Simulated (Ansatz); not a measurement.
This run works on a generated trial structure, not on a known crystal.

Input and command of a plane-wave DFT calculation in Ansatz:

```yaml
crystal:
  lattice:
    - [-1.463149824, 1.463149824, 6.3950515168]
    - [1.463149824, -1.463149824, 6.3950515168]
    - [1.463149824, 1.463149824, -6.3950515168]
  atoms:
    - { symbol: Si, position: [0.0, 0.0, 0.0] }
    - { symbol: Ge, position: [0.6583317325, 0.6583317325, 0.0] }
    - { symbol: Ge, position: [0.3416682675, 0.3416682675, 0.0] }
basis:
  ecutwfc: 420
kpoints:
  mp_grid: { grid: [22, 22, 22] }
hamiltonian:
  xc: pbe
scf:
  occupations: { method: gaussian, width: 0.1 }
output:
  forces: true
  stress: true
  eigenvalues: true
  write_density: true
  write_potential: true
  elf: true
  volumetric_format: npy
relax:
  adjacent_minimum: "off"
  f_tol: 0.01
  max_steps: 80
  cell: { stress_tol: 0.05 }
```

```bash
ansatz run input.yaml --threads 1 --pin off --max-ram 2560MiB --backend cpu --events-out ev --progress --plain --runs-dir out
```

Processor: Arm Neoverse V1, 1 thread, on a host shared with other jobs.

Q: How long does it run, and how much memory does it take?

A: About 12 min, peak memory 1.1 GiB. It solves 20 bands at 834 k points (after reduction by symmetry) with about 1075 plane waves (on the last cell), in 56 SCF iterations over 11 ionic steps.
